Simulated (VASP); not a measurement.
# Be (P6_3/mmc) in VASP: a series of runs

One crystal, Be, is run at these levels: LDA, PBEsol, PBE; tasks: relaxation of cell and atoms.

Everything below comes from runs of VASP 6.6.1. Logs are shortened: lines on timing, memory, paths and dates and some standing lists are left out, and cuts for length are marked.

## 1. The structure

It takes space group P6_3/mmc (No. 194, hexagonal). The conventional cell has a = 2.285 Å, b = 2.285 Å, c = 3.584 Å, α = 90.00°, β = 90.00°, γ = 120.00°. Be (site symmetry -6m2) is surrounded by 12 Be at 2.23 to 2.29 Å.

## 2. Relaxation of cell and atoms, LDA, target pressure 21.2 GPa, at which the enthalpy is minimised

Contents of INCAR:

```
SYSTEM = Be
PREC = Accurate ; ENCUT = 600
EDIFF = 1E-6 ; ISMEAR = 1
SIGMA = 0.1 ; LREAL = .FALSE.
LASPH = .TRUE. ; NELM = 80
ALGO = Normal ; ISIF = 3
LWAVE = .FALSE. ; LCHARG = .FALSE.
IBRION = 2 ; NSW = 90
EDIFFG = -0.01 ; PSTRESS = 212.0
```

Contents of KPOINTS:

```
regular mesh
0
G
  18 18 10
  0 0 0
```

Contents of POSCAR:

```
Be
1.0
    2.2853000000      0.0000000000      0.0000000000
   -1.1426500000      1.9791278553      0.0000000000
    0.0000000000      0.0000000000      3.5842000000
Be
2
Direct
    0.3333333333      0.6666666667      0.2500000000
    0.6666666667      0.3333333333      0.7500000000
```

Potentials or basis: VASP PAW LDA potentials, release 64 (Be).

On the command line:

```console
$ cat potpaw_LDA.64/Be/POTCAR > POTCAR
$ mpirun -np 1 vasp_std > vasp.out
```

OUTCAR:

```text
SYSTEM = Be
   PREC = Accurate
   ENCUT = 600
   EDIFF = 1E-6
   ISMEAR = 1
   LREAL = .FALSE.
   LASPH = .TRUE.
   NELM = 80
   ISIF = 3
   IBRION = 2
   NSW = 90
   EDIFFG = -0.01
   PSTRESS = 212.0

 ion  position               nearest neighbor table
   1  0.333  0.667  0.250-   2 2.23   2 2.23   2 2.23   2 2.23   2 2.23   2 2.23
   2  0.667  0.333  0.750-   1 2.23   1 2.23   1 2.23   1 2.23   1 2.23   1 2.23

  LATTYP: Found a hexagonal cell.
 ALAT       =     2.2853000000
 C/A-ratio  =     1.5683717674

  Lattice vectors:

 A1 = (   2.2853000000,   0.0000000000,   0.0000000000)
 A2 = (  -1.1426500000,   1.9791278553,   0.0000000000)
 A3 = (   0.0000000000,   0.0000000000,   3.5842000000)

Analysis of symmetry for initial positions (statically):
=====================================================================
 Subroutine PRICEL returns:
 Original cell was already a primitive cell.

 Routine SETGRP: Setting up the symmetry group for a
 hexagonal supercell.

 Subroutine GETGRP returns: Found 24 space group operations
 (whereof 12 operations were pure point group operations)
 out of a pool of 24 trial point group operations.

The static configuration has the point symmetry D_3d.
 The point group associated with its full space group is D_6h.

Analysis of symmetry for dynamics (positions and initial velocities):
=====================================================================
 Subroutine PRICEL returns:
 Original cell was already a primitive cell.

 Routine SETGRP: Setting up the symmetry group for a
 hexagonal supercell.

 Subroutine GETGRP returns: Found 24 space group operations
 (whereof 12 operations were pure point group operations)
 out of a pool of 24 trial point group operations.

The dynamic configuration has the point symmetry D_3d.
 The point group associated with its full space group is D_6h.

 Subroutine INISYM returns: Found 24 space group operations
 (whereof 12 operations are pure point group operations),
 and found     1 'primitive' translations

----------------------------------------------------------------------------------------

                                     Primitive cell

  volume of cell :      16.2110

  direct lattice vectors                    reciprocal lattice vectors
     2.285300000  0.000000000  0.000000000     0.437579311  0.252636533  0.000000000
    -1.142650000  1.979127855  0.000000000     0.000000000  0.505273066  0.000000000
     0.000000000  0.000000000  3.584200000     0.000000000  0.000000000  0.279002288

  length of vectors
     2.285300000  2.285300000  3.584200000     0.505273066  0.505273066  0.279002288

  position of ions in fractional coordinates (direct lattice)
     0.333333333  0.666666667  0.250000000
     0.666666667  0.333333333  0.750000000

  ion indices of the primitive-cell ions
   primitive index   ion index
                 1           1
                 2           2

----------------------------------------------------------------------------------------

 KPOINTS: regular mesh

Automatic generation of k-mesh.
 Grid dimensions read from file:
 generate k-points for:   18   18   10

 Generating k-lattice:

  Cartesian coordinates                     Fractional coordinates (reciprocal lattice)
     0.024309962  0.014035363  0.000000000     0.055555556 -0.000000000  0.000000000
     0.000000000  0.028070726  0.000000000     0.000000000  0.055555556  0.000000000
     0.000000000  0.000000000  0.027900229     0.000000000  0.000000000  0.100000000

  Length of vectors
     0.028070726  0.028070726  0.027900229

  Shift w.r.t. Gamma in fractional coordinates (k-lattice)
     0.000000000  0.000000000  0.000000000

 Subroutine IBZKPT returns following result:
 ===========================================

 Found    222 irreducible k-points:

 Following reciprocal coordinates:
            Coordinates               Weight
  0.000000  0.000000  0.000000      1.000000
  0.055556  0.000000  0.000000      6.000000
  0.111111  0.000000  0.000000      6.000000
  0.166667  0.000000  0.000000      6.000000
  0.222222  0.000000  0.000000      6.000000
  0.277778  0.000000  0.000000      6.000000
[... 16 lines left out ...]
  0.333333  0.111111  0.000000     12.000000
  0.388889  0.111111  0.000000     12.000000
 [... further k-points ...]
   k-points           NKPTS =    222   k-points in BZ     NKDIM =    222   number of bands    NBANDS=      6
   number of dos      NEDOS =    301   number of ions     NIONS =      2
   total plane-waves  NPLWV =   9720
   dimension x,y,z NGX =    18 NGY =   18 NGZ =   30
   dimension x,y,z NGXF=    36 NGYF=   36 NGZF=   60
   ions per type =               2
   NGX,Y,Z   is equivalent  to a cutoff of  13.09, 13.09, 13.91 a.u.
   NGXF,Y,Z  is equivalent  to a cutoff of  26.19, 26.19, 27.83 a.u.
 SYSTEM =  Be
   PREC   = accura    normal or accurate (medium, high low for compatibility)
   ISTART =      0    job   : 0-new  1-cont  2-samecut
   ICHARG =      2    charge: 1-file 2-atom 10-const
   ISPIN  =      1    spin polarized calculation?
   LNONCOLLINEAR =      F non collinear calculations
   LSORBIT =      F    spin-orbit coupling
   LASPH  =      T    aspherical Exc in radial PAW
   ENCUT  =  600.0 eV  44.10 Ry    6.64 a.u.   4.56  4.56  7.16*2*pi/ulx,y,z
   NELM   =     80;   NELMIN=  2; NELMDL= -5     # of ELM steps
   EDIFF  = 0.1E-05   stopping-criterion for ELM
   LREAL  =      F    real-space projection
   EDIFFG = -.1E-01   stopping-criterion for IOM
   NSW    =     90    number of steps for IOM
   IBRION =      2    ionic relax: 0-MD 1-quasi-New 2-CG
   NFREE  =      1    steps in history (QN), initial steepest desc. (CG)
   ISIF   =      3    stress and relaxation
   ISYM   =      2    0-nonsym 1-usesym 2-fastsym
   POTIM  = 0.5000    time-step for ionic-motion
   TEBEG  =    0.0;   TEEND  =   0.0 temperature during run
   PSTRESS=  212.0 pullay stress
   NELECT =       4.0000    total number of electrons
   NUPDOWN=      -1.0000    fix difference up-down
   EMIN   =  10.00;   EMAX   =-10.00  energy-range for DOS
   EFERMI =   0.00;   METHOD = LEGACY
   ISMEAR =     1;   SIGMA  =   0.10  broadening in eV -4-tet -1-fermi 0-gaus
   EFERMI_NEDOS =   21; number of points for ismear=-14 and -15
   IALGO  =     38    algorithm
   IMIX   =      4    mixing-type and parameters
     AMIX     =   0.40;   BMIX     =  1.00
     AMIX_MAG =   1.60;   BMIX_MAG =  1.00
  volume/ion in A,a.u.               =       8.11        54.70
  Fermi-wavevector in a.u.,A,eV,Ry     =   1.026814  1.940397 14.345258  1.054347
  Thomas-Fermi vector in A             =   2.160726
   LORBIT       =      0    0 simple, 1 ext, 2 COOP (PROOUT), +10 PAW based schemes
   GGA     = CA    functional components
   LHFCALC =     F    Hartree Fock is set to
   AEXX    =    0.0000 exact exchange contribution
   IVDW    =     0    specifies the selected vdW correction
   LEPSILON=     F    determine dielectric tensor
   LRPA    =     F    only Hartree local field effects (RPA)
 conjugate gradient relaxation of ions
 non-spin polarized calculation
 Methfessel and Paxton  Order N= 1 SIGMA  =   0.10
  energy-cutoff  :      600.00
  volume of cell :       16.21
 maximum number of plane-waves:       555
   NGX =  9   NGY =  9   NGZ = 15

--------------------------------------- Ionic step        1  -------------------------------------------

 number of electron       4.0000000 magnetization

 Free energy of the ion-electron system (eV)
  ---------------------------------------------------
  ext. energy  EPLUGINS =         0.00000000
  ---------------------------------------------------
  free energy    TOTEN  =        -8.38792171 eV

  energy without entropy =       -8.38778235  energy(sigma->0) =       -8.38787526

------------------------ aborting loop because EDIFF is reached ----------------------------------------

  FORCE on cell =-STRESS in cart. coord.  units (eV):
  Direction    XX          YY          ZZ          XY          YZ          ZX
  --------------------------------------------------------------------------------------
  -------------------------------------------------------------------------------------
  Total       -0.8819554     -0.8819554     -0.6438629      0.0000000      0.0000000      0.0000000
  in kB      -87.1661592    -87.1661592    -63.6347982      0.0000000      0.0000000      0.0000000
  external PRESSURE =    -291.3223722 kB  Pullay stress =     212.0000000 kB
[... 213 lines left out ...]
  enthalpy is  TOTEN    =        -6.5466074496 eV   P V=        1.7640590910

--------------------------------------- Ionic step        7  -------------------------------------------

 number of electron       4.0000000 magnetization

 Free energy of the ion-electron system (eV)
  ---------------------------------------------------
  ext. energy  EPLUGINS =         0.00000000
  ---------------------------------------------------
  free energy    TOTEN  =        -8.30442275 eV

  energy without entropy =       -8.30420063  energy(sigma->0) =       -8.30434871

 E-fermi :   8.4348     XC(G=0): -11.2093

 val. band max:        8.4318291186   @ k =   0.3333   0.2778   0.3000
 cond. band min:       8.4664805960   @ k =   0.3333   0.2778   0.2000
 fundamental gap:      0.0346514774
 Fermi energy:         8.4347646613

 k-point     1 :       0.0000    0.0000    0.0000
  band No.  band energies     occupation
      1      -3.8826      2.00000
      2       3.0498      2.00000
      3       9.9737     -0.00000
      4      26.5319      0.00000
      5      26.5319      0.00000
      6      29.6751      0.00000

 k-point     2 :       0.0556    0.0000    0.0000
  band No.  band energies     occupation
      1      -3.7901      2.00000
      2       3.1817      2.00000
      3       9.9815     -0.00000
      4      25.7213      0.00000
      5      25.8807      0.00000
      6      29.7095      0.00000
[... 190 lines left out ...]
 k-point    24 :       0.3889    0.1111    0.0000
  band No.  band energies     occupation
      1       2.2071      2.00000
      2       6.2456      2.00000
      3      11.5078      0.00000
      4      14.6516      0.00000
      5      16.5241      0.00000
      6      17.0352      0.00000

 [... further k-points ...]

------------------------ aborting loop because EDIFF is reached ----------------------------------------

  FORCE on cell =-STRESS in cart. coord.  units (eV):
  Direction    XX          YY          ZZ          XY          YZ          ZX
  --------------------------------------------------------------------------------------
  -------------------------------------------------------------------------------------
  Total        1.7655470      1.7655470      1.7660090      0.0000000      0.0000000      0.0000000
  in kB      212.9418188    212.9418188    212.9975396      0.0000000      0.0000000      0.0000000
  external PRESSURE =       0.9603924 kB  Pullay stress =     212.0000000 kB
[... 17 lines left out ...]
  FREE ENERGIE OF THE ION-ELECTRON SYSTEM (eV)
  ---------------------------------------------------
  free  energy   TOTEN  =        -8.3044227502 eV

  energy  without entropy=       -8.3042006349  energy(sigma->0) =       -8.30434871

  enthalpy is  TOTEN    =        -6.5466845460 eV   P V=        1.7577382042

 reached required accuracy - stopping structural energy minimisation
```

It took 31 s on 1 thread of Intel Xeon Platinum 8488C (Sapphire Rapids), shared host; peak memory 0.13 GiB.

Results:

```
Free energy                                            : -8.3044 eV
Relaxed volume                                         : 6.64 Å³/atom
Relaxed cell                                           : a = 2.129 Å, b = 2.129 Å, c = 3.386 Å, α = 90.00°, β = 90.00°, γ = 120.00°
Space group after relaxing (to 0.05 Å)                 : P6_3/mmc (No. 194)
Energy change on relaxing (the enthalpy is what falls) : +41.7 meV/atom
Ionic steps                                            : 7
Pressure after relaxing                                : 21.3 GPa
Band gap on the k mesh                                 : none (metal or under the smearing width)
```

Step by step:
```
step  energy change (eV)  largest force (eV/Å)  pressure (GPa)  volume (Å³)
   1              0.0000                0.0000           -7.93        16.21
   2              0.1274                0.0000           25.95        12.99
   3              0.0849                0.0000           21.45        13.28
   4              0.0777                0.0000           20.63        13.34
   5              0.0773                0.0000           20.59        13.33
   6              0.0773                0.0000           20.59        13.33
   7              0.0835                0.0000           21.30        13.28
```

Final structure:
```
CELL_PARAMETERS angstrom
2.12851 0.00000 0.00000
-1.06425 1.84334 0.00000
0.00000 0.00000 3.38569
ATOMIC_POSITIONS crystal
Be 0.33333 0.66667 0.25000
Be 0.66667 0.33333 0.75000
```

Caveat: the cell is relaxed towards a set pressure, so the enthalpy falls and the energy may rise; the volume moved by over 15 % at a fixed basis, so the end points are rough. Zero-point motion and thermal expansion aren't in these numbers.

## 3. Relaxation of cell and atoms, LDA, target pressure 21.2 GPa, at which the enthalpy is minimised

This run uses another cell than the first one, of 6.64 Å³/atom, 0.819 times its volume.

Contents of INCAR:

```
SYSTEM = Be
PREC = Accurate ; ENCUT = 600
EDIFF = 1E-7 ; ISMEAR = 1
SIGMA = 0.1 ; LREAL = .FALSE.
LASPH = .TRUE. ; NELM = 80
ALGO = Normal ; ISIF = 3
LWAVE = .FALSE. ; LCHARG = .FALSE.
IBRION = 2 ; NSW = 90
EDIFFG = -0.005 ; PSTRESS = 212.0
```

KPOINTS is that of step 2.

Contents of POSCAR:

```
Be                                      
1.0
    2.1285086684     -0.0000000000      0.0000000000
   -1.0642543342      1.8433425790      0.0000000000
   -0.0000000000      0.0000000000      3.3856919080
  Be            
     2
Direct
     0.3333333332999970    0.6666666667000030    0.2500000000000000
     0.6666666667000030    0.3333333332999970    0.7500000000000000
```

Potentials or basis: VASP PAW LDA potentials, release 64 (Be).

On the command line:

```console
$ cat potpaw_LDA.64/Be/POTCAR > POTCAR
$ mpirun -np 1 vasp_std > vasp.out
```

It took 12 s on 1 thread of Intel Xeon Platinum 8488C (Sapphire Rapids), shared host; peak memory 0.13 GiB.

It converged, with:

```
Free energy             : -8.3042 eV
Pressure after relaxing : 21.3 GPa
Band gap on the k mesh  : none (metal or under the smearing width)
```

Final structure:
```yaml
crystal:
  lattice:
    - [2.12851, 0.00000, 0.00000]
    - [-1.06425, 1.84334, 0.00000]
    - [0.00000, 0.00000, 3.38569]
  atoms:
    - { symbol: Be, position: [0.33333, 0.66667, 0.25000] }
    - { symbol: Be, position: [0.66667, 0.33333, 0.75000] }
```

Levels at points of the mesh, in eV from the Fermi level:
| k point | band 1 | band 2 | band 3 | band 4 | band 5 | band 6 |
| --- | --- | --- | --- | --- | --- | --- |
| (0.00, 0.00, 0.00) | -12.32 | -5.38 | 1.54 | 18.10 | 18.10 | 21.24 |
| (0.50, 0.00, 0.00) | -5.80 | -3.38 | 3.82 | 6.94 | 7.72 | 10.56 |
| (0.00, 0.00, 0.50) | -10.10 | -10.10 | 11.69 | 11.69 | 19.93 | 19.93 |
| (0.50, 0.00, 0.50) | -4.34 | -4.34 | 2.13 | 2.13 | 13.46 | 13.46 |

Caveat: the relaxation stopped at its first step, so nothing moved; the cell is relaxed towards a set pressure, so the enthalpy falls and the energy may rise.

## 4. Relaxation of cell and atoms, PBEsol, target pressure 94.7 GPa, at which the enthalpy is minimised

Contents of INCAR:

```
SYSTEM = Be
PREC = Accurate
ENCUT = 600
EDIFF = 1E-6
ISMEAR = 1
SIGMA = 0.1
LREAL = .False.
LASPH = .True.
NELM = 80
ALGO = Normal
ISIF = 3
LWAVE = .False.
LCHARG = .False.
GGA = PS
IBRION = 2
NSW = 90
EDIFFG = -0.01
PSTRESS = 947.0
```

Contents of KPOINTS:

```
Automatic mesh
0
Gamma
  18 18 10
  0 0 0
```

Contents of POSCAR:

```
Be
1.0
    2.2853000000      0.0000000000      0.0000000000
   -1.1426500000      1.9791278553      0.0000000000
    0.0000000000      0.0000000000      3.5842000000
Be
2
Direct
    0.3333333333      0.6666666667      0.2500000000
    0.6666666667      0.3333333333      0.7500000000
```

Potentials or basis: VASP PAW PBE potentials, release 64 (Be).

On the command line:

```console
$ cat potpaw_PBE.64/Be/POTCAR > POTCAR
$ mpirun -np 1 vasp_std > vasp.out
```

It took 51 s on 1 thread of Intel Xeon Platinum 8488C (Sapphire Rapids), shared host; peak memory 0.15 GiB.

Results (log left out):

```
Free energy                                            : -6.8533 eV
Relaxed volume                                         : 5.28 Å³/atom
Relaxed cell                                           : a = 1.967 Å, b = 1.967 Å, c = 3.151 Å, α = 90.00°, β = 90.00°, γ = 120.00°
Space group after relaxing (to 0.05 Å)                 : P6_3/mmc (No. 194)
Energy change on relaxing (the enthalpy is what falls) : +566.4 meV/atom
Ionic steps                                            : 10
Pressure after relaxing                                : 94.7 GPa
Band gap on the k mesh                                 : none (metal or under the smearing width)
```

Stress tensor (GPa, compression positive):
```
94.68  0.00  0.00
 0.00 94.68  0.00
 0.00  0.00 94.80
```

The path:
```tsv
step	energy change (eV)	largest force (eV/Å)	pressure (GPa)	volume (Å³)
1	0.0000	0.0000	-3.61	16.21
2	5.4069	0.0000	363.38	7.12
3	0.9628	0.0000	83.86	10.87
4	1.1000	0.0000	92.62	10.62
5	1.1566	0.0000	96.20	10.53
6	1.1588	0.0000	96.27	10.52
7	1.1570	0.0000	96.24	10.52
8	1.1568	0.0000	96.23	10.52
9	1.1170	0.0000	93.71	10.59
10	1.1329	0.0000	94.72	10.56
```

Final structure:
```
Be
1.0
     1.96703    0.00000    0.00000
    -0.98352    1.70350    0.00000
     0.00000    0.00000    3.15105
Be
2
Direct
  0.33333 0.66667 0.25000
  0.66667 0.33333 0.75000
```

Levels at points of the mesh, in eV from the Fermi level:
| k point | band 1 | band 2 | band 3 | band 4 | band 5 | band 6 |
| --- | --- | --- | --- | --- | --- | --- |
| (0.00, 0.00, 0.00) | -13.72 | -6.52 | 2.40 | 22.14 | 22.14 | 25.77 |
| (0.50, 0.00, 0.00) | -6.83 | -3.61 | 4.52 | 7.86 | 9.61 | 12.86 |
| (0.00, 0.00, 0.50) | -11.38 | -11.38 | 13.77 | 13.77 | 24.37 | 24.37 |
| (0.50, 0.00, 0.50) | -5.16 | -5.16 | 3.05 | 3.05 | 16.28 | 16.28 |

Caveat: the cell is relaxed towards a set pressure, so the enthalpy falls and the energy may rise; the volume moved by over 15 % at a fixed basis, so the end points are rough; the PAW data sets were made with another functional, which shifts forces and pressure a little.

(Part 1 of 2 ends here.)
